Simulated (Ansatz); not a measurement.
TaN, DFT, LDA, all-electron LAPW, scalar-relativistic (Ansatz 0.2.0), run on 1 thread of AMD EPYC 7R43 64-Core Processor (Zen 3) on a shared host.

The geometry is COD entry 9008876, unchecked; take it as a test cell. The listed cell was then made from it by scaling, straining or moving an atom.

Command: `ansatz run input.yaml --threads 1 --pin off --max-ram 4096MiB --backend cpu --events-out ev --progress --plain --runs-dir out`

```yaml
crystal:
  lattice:
    - [3.0805011014, 0.0, 0.0]
    - [-1.5402505508, 2.6677922103, 0.0]
    - [0.0, 0.0, 4.94]
  atoms:
    - { symbol: Ta, position: [0.3333333333, 0.6666666667, 0.0] }
    - { symbol: Ta, position: [0.6666666667, 0.3333333333, 0.5] }
    - { symbol: "N", position: [0.3333333333, 0.6666666667, 0.385] }
    - { symbol: "N", position: [0.6666666667, 0.3333333333, 0.885] }
kpoints:
  mp_grid: { grid: [9, 9, 5] }
  band_path:
    path:
      - [0.0, 0.0, 0.0]
      - [0.5, 0.0, 0.0]
      - [0.3333333333, 0.3333333333, 0.0]
      - [0.0, 0.0, 0.0]
      - [0.0, 0.0, 0.5]
      - [0.5, 0.0, 0.5]
      - [0.3333333333, 0.3333333333, 0.5]
      - [0.0, 0.0, 0.5]
      - [0.5, 0.0, 0.5]
    npoints: 5
scf:
  occupations: { method: fermi_dirac, width: 0.03 }
hamiltonian:
  xc: lda
  pseudopotentials: { kind: all_electron, lapw: { basis_error: 0.001 } }
output:
  forces: true
  stress: true
  eigenvalues: true
```

(1) How large is the problem that the program sets up?

(2) About how long does it take, and how much memory does it use?

Answers

(1) 36 irreducible k-points, 1087 plane waves at Γ, 63 bands.

(2) 2.1 min of wall time for 11 SCF iterations, with a peak of 0.57 GiB. Times on shared machines scatter by tens of per cent.
